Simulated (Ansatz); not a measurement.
How far is PAW off for TlBr?

```yaml
crystal:
  lattice:
    - [3.97000, 0.00000, 0.00000]
    - [0.00000, 3.97000, 0.00000]
    - [0.00000, 0.00000, 3.97000]
  atoms:
    - { symbol: Tl, position: [0.00000, 0.00000, 0.00000] }
    - { symbol: Br, position: [0.50000, 0.50000, 0.50000] }
```

Atoms are numbered in the order listed.

The conventional cell has a = 3.970 Å, b = 3.970 Å, c = 3.970 Å, α = 90.00°, β = 90.00°, γ = 90.00°. Tl (atom 1) is surrounded by 8 Br at 3.44 Å. Br (atom 2) has 8 Tl at 3.44 Å as nearest neighbours.

The cell is COD entry 9008793, as deposited and not checked against the literature; nothing was relaxed. It is an old determination, and later ones may differ.

Spin–orbit coupling is left out, though it moves levels of the heavy atoms by tenths of an eV or more.

All numbers are computed: DFT, PBE, PAW with Ansatz's default frozen-core files, scalar-relativistic (Ansatz 0.2.0); DFT, PBE, all-electron PAW with datasets made for the crystal, scalar-relativistic (Ansatz 0.2.0); DFT, PBE, all-electron LAPW, scalar-relativistic (Ansatz 0.2.0).

For PAW: a Γ-centred 8×8×8 k mesh, Fermi–Dirac smearing of 0.03 eV, cutoff 420 eV, no spin polarisation. The crystal-made all-electron datasets (AE datasets) take a cutoff of 240 eV at this cell. LAPW targets a basis error of 1 meV/atom. The Ansatz runs share mesh, smearing and spin set-up. Plane-wave (PAW) pressures include the program's estimate of the Pulay term.

Stress and pressure are positive in compression.

Levels count from the top of the valence band.

```csv
quantity,PAW,AE datasets,LAPW
pressure (GPa),1.43,1.43,1.43
band gap (eV),1.835,1.836,1.836
highest filled level at X (eV),0.000,0.000,0.000
lowest empty level at X (eV),1.835,1.836,1.836
highest filled level at R (eV),-1.964,-1.964,-1.964
lowest empty level at R (eV),2.108,2.109,2.109
```

PAW's pressure differs from the LAPW value by about 0.01 GPa or less.
